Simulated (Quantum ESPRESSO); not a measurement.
Pb, 1 atom in the cell. The structure is cubic, space group Fm-3m (No. 225). The conventional cell has a = 4.950 Å, b = 4.950 Å, c = 4.950 Å, α = 90.00°, β = 90.00°, γ = 90.00°. Around Pb (site symmetry m-3m) lie 12 Pb at 3.50 Å. 

- Program: Quantum ESPRESSO 7.5
- Task: phonon dispersion
- Functional: PBE
- Potentials or basis: PseudoDojo 0.4.1 SR PBE standard
- Cutoff: 762 eV
- Density cutoff: 3048 eV
- k mesh: 8 × 8 × 8
- Occupations: cold, width 0.2 eV
- Spin: no spin polarisation
- Mixing beta: 0.5
- Most SCF iterations: 120
- SCF threshold: 2e-10 Ry
- q mesh: 2 × 2 × 2

Potentials or basis: PseudoDojo 0.4.1 SR PBE standard.

Command:

```console
$ OMP_NUM_THREADS=1 pw.x -in pw.in > pw.out
$ OMP_NUM_THREADS=1 pw.x -in relax.in > relax.out
$ OMP_NUM_THREADS=1 pw.x -in scf2.in > scf2.out
$ OMP_NUM_THREADS=1 ph.x -in ph.in > ph.out
$ OMP_NUM_THREADS=1 q2r.x -in q2r.in > q2r.out
$ OMP_NUM_THREADS=1 matdyn.x -in matdyn.in > matdyn.out
$ OMP_NUM_THREADS=1 matdyn.x -in matdyn_dos.in > matdyn_dos.out
$ OMP_NUM_THREADS=1 matdyn.x -in matdyn_mesh.in > matdyn_mesh.out
```

Hardware: 1 thread of Arm Neoverse V1, with other jobs on the host.

Question: How long does it take, and how much memory?

Answer: Wall time 7.9 min on 1 thread of Arm Neoverse V1 (shared host), peak memory 0.1 GiB. Counts: scf iterations 50, k pools 1, bands 13, ion steps 6, k points 29, g dense 11575.
